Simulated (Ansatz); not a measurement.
# Yb: energy and pressure over a range of volumes

Aim: scale the cell of Yb up and down at fixed shape and fractional positions, and get the equilibrium volume and bulk modulus with LAPW, PAW and all-electron datasets made for the crystal.

Method: DFT PBE, scalar-relativistic, in Ansatz 0.2.0.

**1. The starting structure**

It takes space group Fm-3m (No. 225, cubic). Conventional cell: a = 5.486 Å, b = 5.486 Å, c = 5.486 Å, α = 90.00°, β = 90.00°, γ = 90.00°. Yb (site symmetry m-3m) has 12 Yb at 3.88 Å in its first shell of neighbours.

As a file:

```cif
data_structure
_symmetry_space_group_name_H-M 'P 1'
_symmetry_Int_Tables_number 1
_cell_length_a 3.8793
_cell_length_b 3.8793
_cell_length_c 3.8793
_cell_angle_alpha 60.000
_cell_angle_beta 60.000
_cell_angle_gamma 60.000
_cell_volume 41.28
loop_
_atom_site_label
_atom_site_type_symbol
_atom_site_fract_x
_atom_site_fract_y
_atom_site_fract_z
_atom_site_occupancy
Yb1 Yb 0.00000 0.00000 0.00000 1
```

The structure is an experimental refinement, used without relaxation.

**2. Volume × 0.96, LAPW**

Input file input.yaml:

```yaml
crystal:
  lattice:
    - [0.0, 2.7060265364, 2.7060265364]
    - [2.7060265364, 0.0, 2.7060265364]
    - [2.7060265364, 2.7060265364, 0.0]
  atoms:
    - { symbol: Yb, position: [0.0, 0.0, 0.0] }
kpoints:
  mp_grid: { grid: [12, 12, 12] }
scf:
  occupations: { method: fermi_dirac, width: 0.05 }
hamiltonian:
  xc: pbe
  pseudopotentials: { kind: all_electron, lapw: { basis_error: 0.00025 } }
output:
  forces: true
  stress: true
  eigenvalues: true
```

On the command line:

```console
> ansatz run input.yaml --threads 1 --pin off --max-ram 3072MiB --backend cpu --events-out ev --progress --plain --runs-dir out
```

**3. Volume × 0.96, PAW**

Changes to input.yaml since step 2:

```diff
@@ -13,3 +13,3 @@
   xc: pbe
-  pseudopotentials: { kind: all_electron, lapw: { basis_error: 0.00025 } }
+  pseudopotentials: { kind: paw }
 output:
@@ -18 +18,2 @@
   eigenvalues: true
+  efg: { contact_densities: true }
```

**4. Volume × 0.96, crystal datasets**

Changes to input.yaml since step 3:

```diff
@@ -13,3 +13,3 @@
   xc: pbe
-  pseudopotentials: { kind: paw }
+  pseudopotentials: { kind: all_electron, datasets: crystal }
 output:
```

**5. Volume × 0.98, LAPW**

Input file input.yaml:

```yaml
crystal:
  lattice:
    - [0.0, 2.7246893782, 2.7246893782]
    - [2.7246893782, 0.0, 2.7246893782]
    - [2.7246893782, 2.7246893782, 0.0]
  atoms:
    - { symbol: Yb, position: [0.0, 0.0, 0.0] }
kpoints:
  mp_grid: { grid: [12, 12, 12] }
scf:
  occupations: { method: fermi_dirac, width: 0.05 }
hamiltonian:
  xc: pbe
  pseudopotentials: { kind: all_electron, lapw: { basis_error: 0.00025 } }
output:
  forces: true
  stress: true
  eigenvalues: true
```

**6. Volume × 0.98, PAW**

Changes to input.yaml since step 5:

```diff
@@ -13,3 +13,3 @@
   xc: pbe
-  pseudopotentials: { kind: all_electron, lapw: { basis_error: 0.00025 } }
+  pseudopotentials: { kind: paw }
 output:
@@ -18 +18,2 @@
   eigenvalues: true
+  efg: { contact_densities: true }
```

**7. Volume × 1.02, LAPW**

Input file input.yaml:

```yaml
crystal:
  lattice:
    - [0.0, 2.7612667546, 2.7612667546]
    - [2.7612667546, 0.0, 2.7612667546]
    - [2.7612667546, 2.7612667546, 0.0]
  atoms:
    - { symbol: Yb, position: [0.0, 0.0, 0.0] }
kpoints:
  mp_grid: { grid: [12, 12, 12] }
scf:
  occupations: { method: fermi_dirac, width: 0.05 }
hamiltonian:
  xc: pbe
  pseudopotentials: { kind: all_electron, lapw: { basis_error: 0.00025 } }
output:
  forces: true
  stress: true
  eigenvalues: true
```

**8. Volume × 1.02, PAW**

Changes to input.yaml since step 7:

```diff
@@ -13,3 +13,3 @@
   xc: pbe
-  pseudopotentials: { kind: all_electron, lapw: { basis_error: 0.00025 } }
+  pseudopotentials: { kind: paw }
 output:
@@ -18 +18,2 @@
   eigenvalues: true
+  efg: { contact_densities: true }
```

**9. Volume × 1.04, LAPW**

Input file input.yaml:

```yaml
crystal:
  lattice:
    - [0.0, 2.7791975606, 2.7791975606]
    - [2.7791975606, 0.0, 2.7791975606]
    - [2.7791975606, 2.7791975606, 0.0]
  atoms:
    - { symbol: Yb, position: [0.0, 0.0, 0.0] }
kpoints:
  mp_grid: { grid: [12, 12, 12] }
scf:
  occupations: { method: fermi_dirac, width: 0.05 }
hamiltonian:
  xc: pbe
  pseudopotentials: { kind: all_electron, lapw: { basis_error: 0.00025 } }
output:
  forces: true
  stress: true
  eigenvalues: true
```

**10. Volume × 1.04, PAW**

Changes to input.yaml since step 9:

```diff
@@ -13,3 +13,3 @@
   xc: pbe
-  pseudopotentials: { kind: all_electron, lapw: { basis_error: 0.00025 } }
+  pseudopotentials: { kind: paw }
 output:
@@ -18 +18,2 @@
   eigenvalues: true
+  efg: { contact_densities: true }
```

**11. Volume × 1.04, crystal datasets**

Changes to input.yaml since step 10:

```diff
@@ -13,3 +13,3 @@
   xc: pbe
-  pseudopotentials: { kind: paw }
+  pseudopotentials: { kind: all_electron, datasets: crystal }
 output:
```

(Steps that only read results are left out.)

Before running it: what results should come out?

As calculated:

| quantity | value |
| --- | --- |
| pressure at 39.63 Å³/atom (LAPW) | -1.67 GPa |
| pressure at 42.93 Å³/atom (LAPW) | -2.51 GPa |

In words: Over this range the mean stiffness −dP/dlnV is 11 GPa by LAPW; the pressure keeps one sign, so equilibrium lies outside the range, at a smaller volume. No thermal or zero-point expansion is included. No U acts on the open f shell, so these are results of the method and may differ from the real material's. Spin-orbit coupling is left out, though the cell holds Yb; in elements this heavy it can shift bands and gaps by tenths of an eV.
